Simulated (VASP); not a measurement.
# Cs2H (P6/mmm) in VASP: reference runs

How does Cs2H come out in PBE? The cell is run as given.

All numbers are computed with VASP 6.6.1; they aren't measurements. Logs are shortened: lines on timing, memory, paths and dates and some standing lists are left out, and cuts for length are marked.

## Step 1: The structure

The structure is hexagonal, space group P6/mmm (No. 191). The conventional cell has a = 5.547 Å, b = 5.547 Å, c = 4.523 Å, α = 90.00°, β = 90.00°, γ = 120.00°. Cs (site symmetry -6m2) is surrounded by 3 Cs at 3.20 Å and 3 H at 3.20 Å. Around H (site symmetry 6/mmm) lie 6 Cs at 3.20 Å.

The cell was built by a generator and needn't be a form met in nature.

## Step 2: Single point, PBE

File INCAR:

```
PREC = Accurate
ENCUT = 520
EDIFF = 1E-7
ISMEAR = -1
SIGMA = 0.05
LREAL = F
LASPH = T
NELM = 100
ALGO = Normal
ISIF = 2
LWAVE = F
LCHARG = T
GGA = PE
LELF = T
LVHAR = T
NBANDS = 16
```

File KPOINTS:

```
regular mesh
0
Gamma
  6 6 6
```

File POSCAR:

```
Cs2H
1.0
    5.5471989200      0.0000000000      0.0000000000
   -2.7735994600      4.8040151800      0.0000000000
    0.0000000000      0.0000000000      4.5229973100
Cs H
2 1
Direct
    0.3333333300      0.6666666700      0.5000000000
    0.6666666700      0.3333333300      0.5000000000
    0.0000000000      0.0000000000      0.5000000000
```

Potentials or basis: VASP PAW PBE potentials, release 64 (Cs_sv, H).

Command:

```
cat potpaw_PBE.64/Cs_sv/POTCAR potpaw_PBE.64/H/POTCAR > POTCAR
mpirun -np 1 vasp_std > vasp.out
```

OUTCAR:

```text
PREC = Accurate
   ENCUT = 520
   EDIFF = 1E-7
   ISMEAR = -1
   LREAL = F
   LASPH = T
   NELM = 100
   ISIF = 2
   GGA = PE

 ion  position               nearest neighbor table
   1  0.333  0.667  0.500-
   2  0.667  0.333  0.500-
   3  0.000  0.000  0.500-

  LATTYP: Found a hexagonal cell.
 ALAT       =     5.5471989200
 C/A-ratio  =     0.8153659847

  Lattice vectors:

 A1 = (   5.5471989200,   0.0000000000,   0.0000000000)
 A2 = (  -2.7735994600,   4.8040151800,   0.0000000000)
 A3 = (   0.0000000000,   0.0000000000,   4.5229973100)

Analysis of symmetry for initial positions (statically):
=====================================================================
 Subroutine PRICEL returns:
 Original cell was already a primitive cell.

 Routine SETGRP: Setting up the symmetry group for a
 hexagonal supercell.

 Subroutine GETGRP returns: Found 24 space group operations
 (whereof 24 operations were pure point group operations)
 out of a pool of 24 trial point group operations.

The static configuration has the point symmetry D_6h.

Analysis of symmetry for dynamics (positions and initial velocities):
=====================================================================
 Subroutine PRICEL returns:
 Original cell was already a primitive cell.

 Routine SETGRP: Setting up the symmetry group for a
 hexagonal supercell.

 Subroutine GETGRP returns: Found 24 space group operations
 (whereof 24 operations were pure point group operations)
 out of a pool of 24 trial point group operations.

The dynamic configuration has the point symmetry D_6h.

 Subroutine INISYM returns: Found 24 space group operations
 (whereof 24 operations are pure point group operations),
 and found     1 'primitive' translations

----------------------------------------------------------------------------------------

                                     Primitive cell

  volume of cell :     120.5326

  direct lattice vectors                    reciprocal lattice vectors
     5.547198920  0.000000000  0.000000000     0.180271163  0.104079605  0.000000000
    -2.773599460  4.804015180  0.000000000     0.000000000  0.208159209  0.000000000
     0.000000000  0.000000000  4.522997310     0.000000000  0.000000000  0.221092327

  length of vectors
     5.547198920  5.547198916  4.522997310     0.208159209  0.208159209  0.221092327

  position of ions in fractional coordinates (direct lattice)
     0.333333330  0.666666670  0.500000000
     0.666666670  0.333333330  0.500000000
     0.000000000  0.000000000  0.500000000

  ion indices of the primitive-cell ions
   primitive index   ion index
                 1           1
                 2           2
                 3           3

----------------------------------------------------------------------------------------

 KPOINTS: regular mesh

Automatic generation of k-mesh.
 Grid dimensions read from file:
 generate k-points for:    6    6    6

 Generating k-lattice:

  Cartesian coordinates                     Fractional coordinates (reciprocal lattice)
     0.030045194  0.017346601  0.000000000     0.166666667  0.000000000  0.000000000
     0.000000000  0.034693202  0.000000000     0.000000000  0.166666667  0.000000000
     0.000000000  0.000000000  0.036848721     0.000000000  0.000000000  0.166666667

  Length of vectors
     0.034693201  0.034693202  0.036848721

  Shift w.r.t. Gamma in fractional coordinates (k-lattice)
     0.000000000  0.000000000  0.000000000

 Subroutine IBZKPT returns following result:
 ===========================================

 Found     28 irreducible k-points:

 Following reciprocal coordinates:
            Coordinates               Weight
  0.000000  0.000000  0.000000      1.000000
  0.166667  0.000000  0.000000      6.000000
  0.333333  0.000000  0.000000      6.000000
  0.500000  0.000000  0.000000      3.000000
  0.166667  0.166667  0.000000      6.000000
  0.333333  0.166667  0.000000     12.000000
[... 16 lines left out ...]
  0.166667  0.000000  0.500000      6.000000
  0.333333  0.000000  0.500000      6.000000
 [... further k-points ...]
   k-points           NKPTS =     28   k-points in BZ     NKDIM =     28   number of bands    NBANDS=     16
   number of dos      NEDOS =    301   number of ions     NIONS =      3
   total plane-waves  NPLWV =  63504
   dimension x,y,z NGX =    42 NGY =   42 NGZ =   36
   dimension x,y,z NGXF=    84 NGYF=   84 NGZF=   72
   ions per type =               2   1
   NGX,Y,Z   is equivalent  to a cutoff of  12.59, 12.59, 13.23 a.u.
   NGXF,Y,Z  is equivalent  to a cutoff of  25.17, 25.17, 26.46 a.u.
 SYSTEM =  unknown system
   PREC   = accura    normal or accurate (medium, high low for compatibility)
   ISTART =      0    job   : 0-new  1-cont  2-samecut
   ICHARG =      2    charge: 1-file 2-atom 10-const
   ISPIN  =      1    spin polarized calculation?
   LNONCOLLINEAR =      F non collinear calculations
   LSORBIT =      F    spin-orbit coupling
   LASPH  =      T    aspherical Exc in radial PAW
   ENCUT  =  520.0 eV  38.22 Ry    6.18 a.u.  10.31 10.31  8.41*2*pi/ulx,y,z
   NELM   =    100;   NELMIN=  2; NELMDL= -5     # of ELM steps
   EDIFF  = 0.1E-06   stopping-criterion for ELM
   LREAL  =      F    real-space projection
   EDIFFG = 0.1E-05   stopping-criterion for IOM
   NSW    =      0    number of steps for IOM
   IBRION =     -1    ionic relax: 0-MD 1-quasi-New 2-CG
   NFREE  =      0    steps in history (QN), initial steepest desc. (CG)
   ISIF   =      2    stress and relaxation
   ISYM   =      2    0-nonsym 1-usesym 2-fastsym
   POTIM  = 0.5000    time-step for ionic-motion
   TEBEG  =    0.0;   TEEND  =   0.0 temperature during run
   PSTRESS=    0.0 pullay stress
   NELECT =      19.0000    total number of electrons
   NUPDOWN=      -1.0000    fix difference up-down
   EMIN   =  10.00;   EMAX   =-10.00  energy-range for DOS
   EFERMI =   0.00;   METHOD = LEGACY
   ISMEAR =    -1;   SIGMA  =   0.05  broadening in eV -4-tet -1-fermi 0-gaus
   EFERMI_NEDOS =   21; number of points for ismear=-14 and -15
   IALGO  =     38    algorithm
   IMIX   =      4    mixing-type and parameters
     AMIX     =   0.40;   BMIX     =  1.00
     AMIX_MAG =   1.60;   BMIX_MAG =  1.00
  volume/ion in A,a.u.               =      40.18       271.13
  Fermi-wavevector in a.u.,A,eV,Ry     =   0.884351  1.671181 10.640793  0.782076
  Thomas-Fermi vector in A             =   2.005239
   LORBIT       =      0    0 simple, 1 ext, 2 COOP (PROOUT), +10 PAW based schemes
   GGA     = PE    functional components
   LHFCALC =     F    Hartree Fock is set to
   AEXX    =    0.0000 exact exchange contribution
   IVDW    =     0    specifies the selected vdW correction
   LEPSILON=     F    determine dielectric tensor
   LRPA    =     F    only Hartree local field effects (RPA)
 non-spin polarized calculation
  energy-cutoff  :      520.00
  volume of cell :      120.53
 maximum number of plane-waves:      3269
 NGX is ok and might be reduce to    42
   NGX = 21   NGY = 21   NGZ = 17

 number of electron      19.0000005 magnetization

 Free energy of the ion-electron system (eV)
  ---------------------------------------------------
  ext. energy  EPLUGINS =         0.00000000
  ---------------------------------------------------
  free energy    TOTEN  =        -3.34218396 eV

  energy without entropy =       -3.32594961  energy(sigma->0) =       -3.33406678

 E-fermi :   2.4460     XC(G=0):  -7.3748

 val. band max:        2.4242651130   @ k =   0.3333   0.1667   0.3333
 cond. band min:       2.4580627837   @ k =   0.1667   0.1667   0.5000
 fundamental gap:      0.0337976707
 Fermi energy:         2.4460304149

 k-point     1 :       0.0000    0.0000    0.0000
  band No.  band energies     occupation
      1     -22.2460      2.00000
      2     -21.1518      2.00000
      3      -9.9089      2.00000
      4      -9.9089      2.00000
      5      -8.7435      2.00000
      6      -7.7625      2.00000
[... 8 lines left out ...]
     15       5.3816      0.00000
     16       6.6292      0.00000

 k-point     2 :       0.1667    0.0000    0.0000
  band No.  band energies     occupation
      1     -22.1894      2.00000
      2     -21.2267      2.00000
      3      -9.9737      2.00000
      4      -9.7899      2.00000
      5      -8.6913      2.00000
      6      -7.8275      2.00000
[... 8 lines left out ...]
     15       5.2623      0.00000
     16       6.9946      0.00000

 k-point     3 :       0.3333    0.0000    0.0000
  band No.  band energies     occupation
      1     -22.0398      2.00000
      2     -21.4126      2.00000
      3     -10.0896      2.00000
      4      -9.5323      2.00000
      5      -8.5536      2.00000
      6      -7.9903      2.00000
[... 8 lines left out ...]
     15       5.2015      0.00000
     16       6.4972      0.00000

 k-point     4 :       0.5000    0.0000    0.0000
  band No.  band energies     occupation
      1     -21.9155      2.00000
      2     -21.5548      2.00000
      3     -10.1421      2.00000
      4      -9.3901      2.00000
      5      -8.4401      2.00000
      6      -8.1164      2.00000
[... 8 lines left out ...]
     15       5.1211      0.00000
     16       5.4512      0.00000
[... 324 lines left out ...]
 k-point    22 :       0.0000    0.0000    0.5000
  band No.  band energies     occupation
      1     -22.2201      2.00000
      2     -21.1309      2.00000
      3      -9.8640      2.00000
      4      -9.8640      2.00000
      5      -9.2070      2.00000
      6      -8.0752      2.00000
[... 8 lines left out ...]
     15       5.7209      0.00000
     16       5.7209      0.00000

 k-point    23 :       0.1667    0.0000    0.5000
  band No.  band energies     occupation
      1     -22.1638      2.00000
      2     -21.2054      2.00000
      3      -9.9274      2.00000
      4      -9.7443      2.00000
      5      -9.1472      2.00000
      6      -8.1512      2.00000
[... 8 lines left out ...]
     15       6.1843      0.00000
     16       6.2328      0.00000

 k-point    24 :       0.3333    0.0000    0.5000
  band No.  band energies     occupation
      1     -22.0148      2.00000
      2     -21.3904      2.00000
      3     -10.0412      2.00000
      4      -9.4834      2.00000
      5      -8.9893      2.00000
      6      -8.3409      2.00000
[... 8 lines left out ...]
     15       6.7765      0.00000
     16       6.9609      0.00000

 [... further k-points ...]

------------------------ aborting loop because EDIFF is reached ----------------------------------------

  FORCE on cell =-STRESS in cart. coord.  units (eV):
  Direction    XX          YY          ZZ          XY          YZ          ZX
  --------------------------------------------------------------------------------------
  -------------------------------------------------------------------------------------
  Total        4.1699163      4.1699163      0.8714415      0.0000000      0.0000000     -0.0000000
  in kB       55.4285452     55.4285451     11.5836215      0.0000000      0.0000000     -0.0000000
  external PRESSURE =      40.8135706 kB  Pullay stress =       0.0000000 kB

 VOLUME and BASIS-vectors are now :
 -----------------------------------------------------------------------------
  energy-cutoff  :      520.00
  volume of cell :      120.53
      direct lattice vectors                 reciprocal lattice vectors
     5.547198920  0.000000000  0.000000000     0.180271163  0.104079605  0.000000000
    -2.773599460  4.804015180  0.000000000     0.000000000  0.208159209  0.000000000
     0.000000000  0.000000000  4.522997310     0.000000000  0.000000000  0.221092327

 POSITION                                       TOTAL-FORCE (eV/Angst)
 -----------------------------------------------------------------------------------
     -0.00000      3.20268      2.26150         0.000000      0.000000     -0.000000
      2.77360      1.60134      2.26150        -0.000000      0.000000      0.000000
      0.00000      0.00000      2.26150         0.000000      0.000000      0.000000
 -----------------------------------------------------------------------------------
    total drift:                                0.000000     -0.000000     -0.000000

  FREE ENERGIE OF THE ION-ELECTRON SYSTEM (eV)
  ---------------------------------------------------
  free  energy   TOTEN  =        -3.3421839552 eV

  energy  without entropy=       -3.3259496070  energy(sigma->0) =       -3.33406678
```

Wall time 41 s (1 thread of Intel Xeon Platinum 8488C (Sapphire Rapids), shared host); peak memory 0.25 GiB.

What came out:

```yaml
Free_energy: -3.3422 eV
Pressure: 4.1 GPa
Band_gap_on_the_k_mesh: none (metal or under the smearing width)
```

Stress tensor (GPa, compression positive):
```
5.54 0.00 0.00
0.00 5.54 0.00
0.00 0.00 1.16
```

Spin-orbit coupling is left out, which matters for the levels of Cs.
